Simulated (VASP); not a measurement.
# Sb (Im-3m) in VASP: notebook

Aim: see how the results for Sb move with the level of theory and the settings. Levels: PBE, PBE0(alpha). Tasks: single point.

Program: VASP 6.6.1. These are calculated values, not measurements. Logs are shortened: lines on timing, memory, paths and dates and some standing lists are left out, and cuts for length are marked.

## (1) The crystal as given

The structure is cubic, space group Im-3m (No. 229). The conventional cell has a = 3.743 Å, b = 3.743 Å, c = 3.743 Å, α = 90.00°, β = 90.00°, γ = 90.00°. Sb (site symmetry m-3m) is surrounded by 8 Sb at 3.24 Å.

This isn't the form of Sb at room conditions, which is rhombohedral.

## (2) Single point, PBE

Input file INCAR:

```
PREC     = Accurate       # precision mode
ENCUT    = 450            # plane-wave cutoff, eV
EDIFF    = 1E-6           # SCF threshold, eV
ISMEAR   = 0              # smearing method
SIGMA    = 0.02           # smearing width, eV
LREAL    = False          # projectors in reciprocal space
LASPH    = True           # aspherical terms in the spheres
NELM     = 100            # most SCF steps
ALGO     = Normal         # electronic algorithm
ISIF     = 2              # what is computed and relaxed
LWAVE    = False          # write WAVECAR
LCHARG   = False          # write CHGCAR
GGA      = PE             # functional
```

Input file KPOINTS:

```
regular mesh
0
Gamma
  5 5 5
```

Input file POSCAR:

```
Sb
1.0
   -1.8713408863      1.8713408863      1.8713408863
    1.8713408863     -1.8713408863      1.8713408863
    1.8713408863      1.8713408863     -1.8713408863
Sb
1
Direct
    0.0000000000      0.0000000000      0.0000000000
```

Potentials or basis: VASP PAW PBE potentials, release 64 (Sb_d_GW).

Launch:

```bash
$ cat potpaw_PBE.64/Sb_d_GW/POTCAR > POTCAR
$ mpirun -np 1 vasp_std > vasp.out
```

OUTCAR:

```text
PREC = Accurate
   ENCUT = 450
   EDIFF = 1E-6
   ISMEAR = 0
   LREAL = False
   LASPH = True
   NELM = 100
   ISIF = 2
   GGA = PE

 ion  position               nearest neighbor table
   1  0.000  0.000  0.000-

  LATTYP: Found a body centered cubic cell.
 ALAT       =     3.7426817726

  Lattice vectors:

 A1 = (  -1.8713408863,   1.8713408863,   1.8713408863)
 A2 = (   1.8713408863,  -1.8713408863,   1.8713408863)
 A3 = (   1.8713408863,   1.8713408863,  -1.8713408863)

Analysis of symmetry for initial positions (statically):
=====================================================================
 Subroutine PRICEL returns:
 Original cell was already a primitive cell.

 Routine SETGRP: Setting up the symmetry group for a
 body centered cubic supercell.

 Subroutine GETGRP returns: Found 48 space group operations
 (whereof 48 operations were pure point group operations)
 out of a pool of 48 trial point group operations.

The static configuration has the point symmetry O_h .

Analysis of symmetry for dynamics (positions and initial velocities):
=====================================================================
 Subroutine PRICEL returns:
 Original cell was already a primitive cell.

 Routine SETGRP: Setting up the symmetry group for a
 body centered cubic supercell.

 Subroutine GETGRP returns: Found 48 space group operations
 (whereof 48 operations were pure point group operations)
 out of a pool of 48 trial point group operations.

The dynamic configuration has the point symmetry O_h .

 Subroutine INISYM returns: Found 48 space group operations
 (whereof 48 operations are pure point group operations),
 and found     1 'primitive' translations

----------------------------------------------------------------------------------------

                                     Primitive cell

  volume of cell :      26.2131

  direct lattice vectors                    reciprocal lattice vectors
    -1.871340886  1.871340886  1.871340886     0.000000000  0.267188092  0.267188092
     1.871340886 -1.871340886  1.871340886     0.267188092  0.000000000  0.267188092
     1.871340886  1.871340886 -1.871340886     0.267188092  0.267188092  0.000000000

  length of vectors
     3.241257493  3.241257493  3.241257493     0.377861023  0.377861023  0.377861023

  position of ions in fractional coordinates (direct lattice)
     0.000000000  0.000000000  0.000000000

  ion indices of the primitive-cell ions
   primitive index   ion index
                 1           1

----------------------------------------------------------------------------------------

 KPOINTS: regular mesh

Automatic generation of k-mesh.
 Grid dimensions read from file:
 generate k-points for:    5    5    5

 Generating k-lattice:

  Cartesian coordinates                     Fractional coordinates (reciprocal lattice)
     0.000000000  0.053437618  0.053437618     0.200000000  0.000000000  0.000000000
     0.053437618  0.000000000  0.053437618     0.000000000  0.200000000  0.000000000
     0.053437618  0.053437618  0.000000000     0.000000000  0.000000000  0.200000000

  Length of vectors
     0.075572205  0.075572205  0.075572205

  Shift w.r.t. Gamma in fractional coordinates (k-lattice)
     0.000000000  0.000000000  0.000000000

 Subroutine IBZKPT returns following result:
 ===========================================

 Found     10 irreducible k-points:

 Following reciprocal coordinates:
            Coordinates               Weight
  0.000000  0.000000  0.000000      1.000000
  0.200000  0.000000  0.000000     12.000000
  0.400000  0.000000  0.000000     12.000000
  0.200000  0.200000  0.000000     24.000000
  0.400000  0.200000  0.000000     24.000000
  0.200000  0.200000  0.200000      8.000000
 -0.200000  0.200000  0.200000      6.000000
 -0.400000  0.400000  0.200000     24.000000
 -0.400000 -0.400000  0.200000      8.000000
 -0.400000  0.400000  0.400000      6.000000
   k-points           NKPTS =     10   k-points in BZ     NKDIM =     10   number of bands    NBANDS=     11
   number of dos      NEDOS =    301   number of ions     NIONS =      1
   total plane-waves  NPLWV =  13824
   dimension x,y,z NGX =    24 NGY =   24 NGZ =   24
   dimension x,y,z NGXF=    48 NGYF=   48 NGZF=   48
   ions per type =               1
   NGX,Y,Z   is equivalent  to a cutoff of  12.31, 12.31, 12.31 a.u.
   NGXF,Y,Z  is equivalent  to a cutoff of  24.62, 24.62, 24.62 a.u.
 SYSTEM =  unknown system
   PREC   = accura    normal or accurate (medium, high low for compatibility)
   ISTART =      0    job   : 0-new  1-cont  2-samecut
   ICHARG =      2    charge: 1-file 2-atom 10-const
   ISPIN  =      1    spin polarized calculation?
   LNONCOLLINEAR =      F non collinear calculations
   LSORBIT =      F    spin-orbit coupling
   LASPH  =      T    aspherical Exc in radial PAW
   ENCUT  =  450.0 eV  33.07 Ry    5.75 a.u.   5.61  5.61  5.61*2*pi/ulx,y,z
   NELM   =    100;   NELMIN=  2; NELMDL= -5     # of ELM steps
   EDIFF  = 0.1E-05   stopping-criterion for ELM
   LREAL  =      F    real-space projection
   EDIFFG = 0.1E-04   stopping-criterion for IOM
   NSW    =      0    number of steps for IOM
   IBRION =     -1    ionic relax: 0-MD 1-quasi-New 2-CG
   NFREE  =      0    steps in history (QN), initial steepest desc. (CG)
   ISIF   =      2    stress and relaxation
   ISYM   =      2    0-nonsym 1-usesym 2-fastsym
   POTIM  = 0.5000    time-step for ionic-motion
   TEBEG  =    0.0;   TEEND  =   0.0 temperature during run
   PSTRESS=    0.0 pullay stress
   NELECT =      15.0000    total number of electrons
   NUPDOWN=      -1.0000    fix difference up-down
   EMIN   =  10.00;   EMAX   =-10.00  energy-range for DOS
   EFERMI =   0.00;   METHOD = LEGACY
   ISMEAR =     0;   SIGMA  =   0.02  broadening in eV -4-tet -1-fermi 0-gaus
   EFERMI_NEDOS =   21; number of points for ismear=-14 and -15
   IALGO  =     38    algorithm
   IMIX   =      4    mixing-type and parameters
     AMIX     =   0.40;   BMIX     =  1.00
     AMIX_MAG =   1.60;   BMIX_MAG =  1.00
  volume/ion in A,a.u.               =      26.21       176.89
  Fermi-wavevector in a.u.,A,eV,Ry     =   1.359145  2.568411 25.133691  1.847274
  Thomas-Fermi vector in A             =   2.485918
   LORBIT       =      0    0 simple, 1 ext, 2 COOP (PROOUT), +10 PAW based schemes
   GGA     = PE    functional components
   LHFCALC =     F    Hartree Fock is set to
   AEXX    =    0.0000 exact exchange contribution
   IVDW    =     0    specifies the selected vdW correction
   LEPSILON=     F    determine dielectric tensor
   LRPA    =     F    only Hartree local field effects (RPA)
 non-spin polarized calculation
 Gauss-broadening in eV      SIGMA  =   0.02
  energy-cutoff  :      450.00
  volume of cell :       26.21
 maximum number of plane-waves:       578
 NGX is ok and might be reduce to    24
   NGX = 11   NGY = 11   NGZ = 11

 number of electron      14.9999987 magnetization

 Free energy of the ion-electron system (eV)
  ---------------------------------------------------
  ext. energy  EPLUGINS =         0.00000000
  ---------------------------------------------------
  free energy    TOTEN  =        -3.86598255 eV

  energy without entropy =       -3.86293782  energy(sigma->0) =       -3.86446019

 E-fermi :   6.6983     XC(G=0): -10.7784

 val. band max:        6.6891658535   @ k =   0.2000   0.2000   0.0000
 cond. band min:       6.7127479075   @ k =  -0.4000   0.4000   0.2000
 fundamental gap:      0.0235820540
 Fermi energy:         6.6983386270

 k-point     1 :       0.0000    0.0000    0.0000
  band No.  band energies     occupation
      1     -22.7418      2.00000
      2     -22.7418      2.00000
      3     -22.7418      2.00000
      4     -22.6645      2.00000
      5     -22.6645      2.00000
      6      -6.4783      2.00000
      7      12.2643      0.00000
      8      12.2643      0.00000
      9      12.2643      0.00000
     10      17.9935      0.00000
     11      18.0050      0.00000

 k-point     2 :       0.2000    0.0000    0.0000
  band No.  band energies     occupation
      1     -22.7496      2.00000
      2     -22.7280      2.00000
      3     -22.6981      2.00000
      4     -22.6725      2.00000
      5     -22.6664      2.00000
      6      -5.6232      2.00000
      7       7.7614      0.00000
      8      10.3684      0.00000
      9      11.5783      0.00000
     10      14.8894      0.00000
     11      15.3167      0.00000

 k-point     3 :       0.4000    0.0000    0.0000
  band No.  band energies     occupation
      1     -22.7621      2.00000
      2     -22.7212      2.00000
      3     -22.6709      2.00000
      4     -22.6694      2.00000
      5     -22.6265      2.00000
      6      -3.2243      2.00000
      7       2.1963      2.00000
      8       8.5685      0.00000
      9      10.5603      0.00000
     10      13.3867      0.00000
     11      13.9203      0.00000

 k-point     4 :       0.2000    0.2000    0.0000
  band No.  band energies     occupation
      1     -22.7464      2.00000
      2     -22.7181      2.00000
      3     -22.6776      2.00000
      4     -22.6716      2.00000
      5     -22.6490      2.00000
      6      -3.9680      2.00000
      7       4.5794      2.00000
      8       6.6892      1.48341
      9       9.8836      0.00000
     10      15.1496      0.00000
     11      16.0995      0.00000
[... 43 lines left out ...]
 k-point     8 :      -0.4000    0.4000    0.2000
  band No.  band energies     occupation
      1     -22.7151      2.00000
      2     -22.7142      2.00000
      3     -22.6921      2.00000
      4     -22.6714      2.00000
      5     -22.6308      2.00000
      6      -2.4252      2.00000
      7       2.9756      2.00000
      8       6.7127      0.30826
      9       8.0747      0.00000
     10      13.1140      0.00000
     11      17.0360      0.00000

 k-point     9 :      -0.4000   -0.4000    0.2000
  band No.  band energies     occupation
      1     -22.7145      2.00000
      2     -22.7145      2.00000
      3     -22.6999      2.00000
      4     -22.6353      2.00000
      5     -22.6353      2.00000
      6      -0.7724      2.00000
      7       3.1548      2.00000
      8       3.1548      2.00000
      9       8.8546      0.00000
     10      13.2878      0.00000
     11      13.2878      0.00000

 k-point    10 :      -0.4000    0.4000    0.4000
  band No.  band energies     occupation
      1     -22.7361      2.00000
      2     -22.7287      2.00000
      3     -22.6391      2.00000
      4     -22.6391      2.00000
      5     -22.6367      2.00000
      6      -0.2879      2.00000
      7       4.6299      2.00000
      8       4.9908      2.00000
      9       4.9908      2.00000
     10       9.9014      0.00000
     11      11.9956      0.00000

------------------------ aborting loop because EDIFF is reached ----------------------------------------

  FORCE on cell =-STRESS in cart. coord.  units (eV):
  Direction    XX          YY          ZZ          XY          YZ          ZX
  --------------------------------------------------------------------------------------
  -------------------------------------------------------------------------------------
  Total        0.1352740      0.1352740      0.1352740     -0.0000000      0.0000000     -0.0000000
  in kB        8.2681071      8.2681071      8.2681071     -0.0000000      0.0000000     -0.0000000
  external PRESSURE =       8.2681071 kB  Pullay stress =       0.0000000 kB

 VOLUME and BASIS-vectors are now :
 -----------------------------------------------------------------------------
  energy-cutoff  :      450.00
  volume of cell :       26.21
      direct lattice vectors                 reciprocal lattice vectors
    -1.871340886  1.871340886  1.871340886     0.000000000  0.267188092  0.267188092
     1.871340886 -1.871340886  1.871340886     0.267188092  0.000000000  0.267188092
     1.871340886  1.871340886 -1.871340886     0.267188092  0.267188092  0.000000000

 POSITION                                       TOTAL-FORCE (eV/Angst)
 -----------------------------------------------------------------------------------
      0.00000      0.00000      0.00000         0.000000     -0.000000     -0.000000
 -----------------------------------------------------------------------------------
    total drift:                                0.000000      0.000000     -0.000000

  FREE ENERGIE OF THE ION-ELECTRON SYSTEM (eV)
  ---------------------------------------------------
  free  energy   TOTEN  =        -3.8659825517 eV

  energy  without entropy=       -3.8629378221  energy(sigma->0) =       -3.86446019
```

Wall time 3.3 s (1 thread of Intel Xeon Platinum 8488C (Sapphire Rapids), shared host); peak memory 0.14 GiB.

What came out:

```yaml
Free_energy: -3.8660 eV
Pressure: 0.8 GPa
Band_gap_on_the_k_mesh: none (metal or under the smearing width)
```

Levels at points of the mesh, in eV from the Fermi level:
| k point | band 3 | band 4 | band 5 | band 6 | band 7 | band 8 | band 9 | band 10 | band 11 |
| --- | --- | --- | --- | --- | --- | --- | --- | --- | --- |
| (0.00, 0.00, 0.00) | -29.44 | -29.36 | -29.36 | -13.18 | 5.57 | 5.57 | 5.57 | 11.30 | 11.31 |

Caveat: the k mesh is coarse (spacing up to 0.47 Å⁻¹), so the values aren't converged.

(Continued in part 2 of 2.)
